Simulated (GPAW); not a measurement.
# TiCo in GPAW: the effect of starting spin order

Crystal: TiCo.

```
Co Ti
1.0
     2.98611    0.00000    0.00000
     0.00000    2.98611    0.00000
     0.00000    0.00000    2.98611
Co Ti
1 1
Direct
  0.50000 0.50000 0.50000
  0.00000 0.00000 0.00000
```

The cell comes from a database or a generator and needn't be the stable form of this composition.

Alike in all runs:

| Item | Value |
| --- | --- |
| Program | GPAW 26.7.0 |
| Task | single point |
| Functional | LDA |
| Potentials or basis | the program's PAW data sets (release 1.2.1) made for this functional |
| Cutoff | 600 eV |
| Basis | pw |
| k mesh | 9 × 9 × 9 |
| Occupations | fermi-dirac, width 0.05 eV |

```tsv
starting spin order	spin	starting moments	energy over the lowest run (meV/atom)	final net moment (μB)	final largest site moment (μB)
nm	no spin polarisation	-	?	?	?
fm	collinear spin, ferromagnetic start	[2.0, 1.0] μB	0.0	0.48	0.51
afm	collinear spin, antiferromagnetic start	[2.0, -1.0] μB	0.0	0.48	0.51
ferri	collinear spin, ferrimagnetic start	[2.0, -0.5] μB	0.0	0.48	0.51
random	collinear spin, random start	[-0.86, -0.32] μB	0.0	-0.48	0.51
ferromagnetic start, larger moments	collinear spin, ferromagnetic start	[3.5, 2.5] μB	0.0	0.48	0.51
antiferromagnetic start, larger moments	collinear spin, antiferromagnetic start	[3.5, -2.5] μB	0.0	0.48	0.51
```

Problem. What does the run with starting spin order nm give?

Solution. Energy over the lowest run 8.2 meV/atom; final net moment 0.00 μB; final largest site moment 0.00 μB.
